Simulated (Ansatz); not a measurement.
The cell is COD entry 9008562, as deposited and not checked against the literature; nothing was relaxed.

Input and log of a run on Ga: DFT, PBE, all-electron LAPW, scalar-relativistic (Ansatz 0.2.0).

```yaml
crystal:
  lattice:
    - [2.25535, -3.8224, 0.0]
    - [2.25535, 3.8224, 0.0]
    - [0.0, 0.0, 4.5167]
  atoms:
    - { symbol: Ga, position: [0.1525, 0.8475, 0.0785] }
    - { symbol: Ga, position: [0.6525, 0.3475, 0.4215] }
    - { symbol: Ga, position: [0.8475, 0.1525, 0.9215] }
    - { symbol: Ga, position: [0.3475, 0.6525, 0.5785] }
kpoints:
  mp_grid: { grid: [9, 9, 8] }
  band_path:
    path:
      - [0.0, 0.0, 0.0]
      - [-0.5, 0.5, 0.0]
      - [-0.337035342, 0.662964658, 0.0]
      - [0.337035342, 0.337035342, 0.0]
      - [0.0, 0.0, 0.0]
      - [0.0, 0.0, 0.5]
      - [0.337035342, 0.337035342, 0.5]
      - [-0.337035342, 0.662964658, 0.5]
      - [-0.5, 0.5, 0.5]
    npoints: 8
scf:
  occupations: { method: fermi_dirac, width: 0.05 }
hamiltonian:
  xc: pbe
  pseudopotentials: { kind: all_electron, lapw: { basis_error: 0.001 } }
output:
  forces: true
  stress: true
  eigenvalues: true
  fatbands: true
  populations: true
  dos: { projected: true, de: 0.2, e_range: [-14, 8] }
```

What the program printed:

```
Ga: projections on atomic orbitals take those of the free atom 1s2 2s2 2p6 3s2 3p6 3d10 4s2 4p1, of charge +0.00 (hamiltonian.pseudopotentials.projection_atoms)
LAPW: plane waves up to 9.246 Å⁻¹, error target 1.0e-3 eV per atom; small_component_spin mean_spin; Ga in spheres of 1.219 Å, 21 of its electrons in bands, Dirac shells []
Engine: ansatz 0.2.0
Pseudopotentials: kind: all_electron
Pseudopotential: Ga, LAPW, valence charge 21, Koelling and Harmon's equation, gaussian nucleus
Functional definition: PBE
  parameter kappa = 0.804
  parameter beta = 0.06672455060314922
  exchange = pbe_x(kappa = kappa, mu = beta*pi^2/3)
  correlation = pbe_c(beta = beta)
Crystal: 4 atoms, lattice volume = 77.876 Å³
Basis set: ecut = 325.70363549066826 eV, 1049 PW (Γ), exchange–correlation at level 2
Bands: 51, of which v1, the nominal top of the filled ones, is band 42 counted from 1 (41 counted from 0)
Symmetry: 8 space group operations
Space group: Cmce (ITA 64), of the structure as read, at distance tolerance 4.3e-5 Å
k-points: 125 of 648
Non-local potential: Ga, projectors of the file, none
Initial density: superposition of atomic densities (chi_scale 0.1, normalization cell)
Initial wavefunctions: plane waves of lowest kinetic energy (no species holds an atomic orbital)
Functional: x = pbe(κ = 0.804, μ = 0.2195149727645171), c = pbe(β = 0.06672455060314922)
iter 1 solved again at ethr=2.68e-4 eV; its pass at ethr=1.00e-1 eV (dr2=2.25e-1 eV) is discarded
SCF iter   1: F=—  HF=-211599.467323 eV  |F-HF|=—  |Δ(HF+E_count)|=         —  Δρ=1.98e-2  dr2=2.26e-1  ethr=2.68e-4  ⟨swp⟩=2.9  Hψ=39736  notcnv=0
preconditioner: auto → LDOS  [metal: Δε(μ)=0.056 eV  Ē_g=17.145 eV  σ=0.050 eV  W_gap=0.26  n_scr=20 (ndim 8)  ℏωp=30.3 eV  f_vac=0.025  D(μ)=0.99/eV (n_scr^D=2)  β→1.0]
iter 2 solved again at ethr=2.07e-5 eV; its pass at ethr=2.68e-4 eV (dr2=1.74e-2 eV) is discarded
SCF iter   2: F=—  HF=-211599.612410 eV  |F-HF|=—  |Δ(HF+E_count)|=   1.45e-1  Δρ=3.29e-3  dr2=1.74e-2  ethr=2.07e-5  ⟨swp⟩=2.0  Hψ=32147  notcnv=0
SCF iter   3: F=—  HF=-211599.361335 eV  |F-HF|=—  |Δ(HF+E_count)|=   2.51e-1  Δρ=3.60e-3  dr2=7.63e-3  ethr=2.07e-5  ⟨swp⟩=3.0  Hψ=22296  notcnv=0
SCF iter   4: F=—  HF=-211599.336222 eV  |F-HF|=—  |Δ(HF+E_count)|=   2.51e-2  Δρ=1.19e-3  dr2=7.59e-4  ethr=9.08e-6  ⟨swp⟩=2.0  Hψ=18000  notcnv=0
SCF iter   5: F=—  HF=-211599.335891 eV  |F-HF|=—  |Δ(HF+E_count)|=         —  Δρ=2.11e-4  dr2=4.32e-5  ethr=9.04e-7  ⟨swp⟩=2.0  Hψ=18011  notcnv=0
the basis was enlarged: its passes take 117.4 KiB over the memory plan, 1 of 1 planned eigensolver slots
SCF iter   6: F=—  HF=-211599.335873 eV  |F-HF|=—  |Δ(HF+E_count)|=   1.74e-5  Δρ=4.27e-5  dr2=7.95e-7  ethr=5.14e-8  ⟨swp⟩=3.0  Hψ=18481  notcnv=0
SCF iter   7: F=-211599.335874 eV  HF=-211599.335874 eV  |F-HF|=2.26e-8  |Δ(HF+E_count)|=   1.01e-6  Δρ=6.72e-6  dr2=2.80e-8  ethr=9.47e-10  ⟨swp⟩=3.0  Hψ=18786  notcnv=0
SCF 1 converged in 7 iterations: F = -211599.335874 eV  dr2 = 2.80e-8
NSCF: frozen V_eff on 65 k-points
SCF converged after 7 iterations
Free energy (F): -211599.335874 eV
Harris-Foulkes:  -211599.335874 eV  (|F-HF|=2.26e-8)
Internal energy: -211599.327639 eV  (E = F + TS)
E sigma→0 (E₀):  -211599.331757 eV
Entropy (-TS):   -0.008235 eV (-2.059 meV/atom)
Fermi energy:    11.128008 eV
--- Per-component energies (eV) ---
  E_band       = -3133.834300
  E_kinetic    = 215763.243115
  E_xc         = -8238.433948
  E_electrostatic = -419124.136806  (all electrons and nuclei)
  E_smearing   = -0.008235  (= −TS)
  E_closure    = 0.000000  (closes the sum)
  E_atoms      = -211587.778236  (free atoms, spherical and without spin; not in F)
  Σ components = -211599.335874   (vs F -211599.335874, Δ=0.00e0)
  Basis errors (estimates in eV, not in F): energy 4.1e-4 per atom: plane waves 3.8e-4 (2.1e-4 summed), levels above the bands 1.0e-67, relativity 1.4e-8, radial functions 2.5e-5, core shells 2.5e-10; eigenvalues (radial functions only) 4.7e-7; not estimated: angular momenta, meshes, grids; target (lapw.basis_error) 1.0e-3; muffin-tin radii Ga 1.219 Å
--- Forces (eV/Å), atoms counted from 1 ---
  atom   1  Ga     0.00000000    -0.41974071     0.11658826
  atom   2  Ga     0.00000000    -0.41974071    -0.11658826
  atom   3  Ga     0.00000000     0.41974071    -0.11658826
  atom   4  Ga     0.00000000     0.41974071     0.11658826
  max |Σ_I F_I| component: 8.67e-19 eV/Å
--- Stress (GPa, compression-positive) ---
        1.555678       0.000000       0.000000
        0.000000       3.891858       0.000000
        0.000000       0.000000       1.475486
  P = ⅓ Tr σ = 2.3077 GPa (23.077 kbar)
--- Band table (eV; the first three rows and the last of 125) ---
  k-point 0: bands = ["-132.6517", "-132.6508", "-132.6497", "-132.6496", "-83.3981", "-83.3957", "-83.3932", "-83.3919", "-83.3917", "-83.3895", "-83.3871", "-83.3856", "-83.3649", "-83.3636", "-83.3482", "-83.3478", "-4.0064", "-3.9988", "-3.9970", "-3.9729", "-3.9171", "-3.8859", "-3.8406", "-3.7788", "-3.7737", "-3.7472", "-3.7390", "-3.7301", "-3.7237", "-3.7009", "-3.6652", "-3.6118", "-3.5542", "-3.5331", "-3.5306", "-3.4242", "0.0709", "6.7879", "7.4532", "9.4595", "9.5523", "10.2435", "12.0466", "12.0829", "12.0948", "16.2645", "16.5847", "17.8315", "17.8525", "18.4085", "18.9902"]
  k-point 1: bands = ["-132.6517", "-132.6509", "-132.6497", "-132.6496", "-83.3980", "-83.3959", "-83.3931", "-83.3919", "-83.3915", "-83.3894", "-83.3873", "-83.3859", "-83.3648", "-83.3636", "-83.3482", "-83.3478", "-4.0192", "-3.9894", "-3.9814", "-3.9761", "-3.9169", "-3.8842", "-3.8432", "-3.8120", "-3.7672", "-3.7610", "-3.7420", "-3.7155", "-3.7013", "-3.6937", "-3.6787", "-3.5991", "-3.5542", "-3.5332", "-3.5317", "-3.4303", "0.1869", "5.5611", "8.6755", "9.5637", "9.6696", "10.3239", "11.8703", "12.1258", "12.5206", "15.4021", "15.8706", "16.8784", "17.7384", "17.8023", "18.1133"]
  k-point 2: bands = ["-132.6516", "-132.6510", "-132.6497", "-132.6496", "-83.3978", "-83.3962", "-83.3929", "-83.3920", "-83.3910", "-83.3890", "-83.3877", "-83.3865", "-83.3646", "-83.3637", "-83.3481", "-83.3478", "-4.0220", "-3.9832", "-3.9705", "-3.9676", "-3.9153", "-3.8896", "-3.8445", "-3.8306", "-3.7958", "-3.7925", "-3.7139", "-3.7097", "-3.7018", "-3.6948", "-3.6465", "-3.5772", "-3.5535", "-3.5350", "-3.5348", "-3.4485", "0.5349", "4.1715", "9.8749", "9.9551", "10.0149", "10.5447", "11.8539", "12.1645", "12.9330", "14.7215", "14.8811", "15.5073", "16.6801", "16.8338", "16.8809"]
  k-point 124: bands = ["-132.6511", "-132.6511", "-132.6499", "-132.6499", "-83.3978", "-83.3978", "-83.3917", "-83.3917", "-83.3897", "-83.3897", "-83.3873", "-83.3873", "-83.3638", "-83.3638", "-83.3484", "-83.3484", "-4.0332", "-4.0332", "-3.9684", "-3.9684", "-3.9375", "-3.9375", "-3.8727", "-3.8727", "-3.7591", "-3.7591", "-3.6902", "-3.6902", "-3.6475", "-3.6475", "-3.6222", "-3.6222", "-3.5364", "-3.5364", "-3.4878", "-3.4878", "3.5364", "3.5364", "5.7573", "5.7573", "9.9255", "9.9255", "10.2852", "10.2852", "17.4773", "17.4773", "19.1152", "19.1152", "19.6032", "19.6032", "21.9266"]
--- Löwdin populations: 4 sites ---
  site symbol       q [e]
     0     Ga     30.9849
     1     Ga     30.9849
     2     Ga     30.9849
     3     Ga     30.9849
  spilling = 0.000488 (of n_electrons = 124.000000)
```
